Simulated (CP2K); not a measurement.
Pd in CP2K: the effect of dispersion

The system is Pd.

```
Pd
1.0
     2.75277    0.00000    0.00000
     1.37638    2.38397    0.00000
     1.37638    0.79466    2.24762
Pd
1
Direct
  0.00000 0.00000 0.00000
```

Alike in all runs:

```yaml
Program: CP2K 2026.2
Task: single point
Functional: RPBE
Potentials_or_basis: POTENTIAL_UZH Pd GTH-PBE-q18; TZVP-MOLOPT-PBE-GTH basis
Density_cutoff: 6803 eV
k_mesh: 12 × 12 × 12
Occupations: fermi-dirac, width 0.05 eV
Spin: no spin polarisation
```

```csv
dispersion,pressure (GPa)
none,13.7
D3,5.1
D3(BJ),-27.9
D4,?
D3(BJ)+ATM,-26.6
```

Problem. What does the run with dispersion D4 give?

Solution. Pressure 3.9 GPa.

Caveats: the potentials were made for another functional, which shifts forces and pressure; the basis of atomic orbitals isn't converged, which shifts pressures, moduli and gaps; pairwise dispersion overbinds metals, which lowers pressure and volume (some runs).
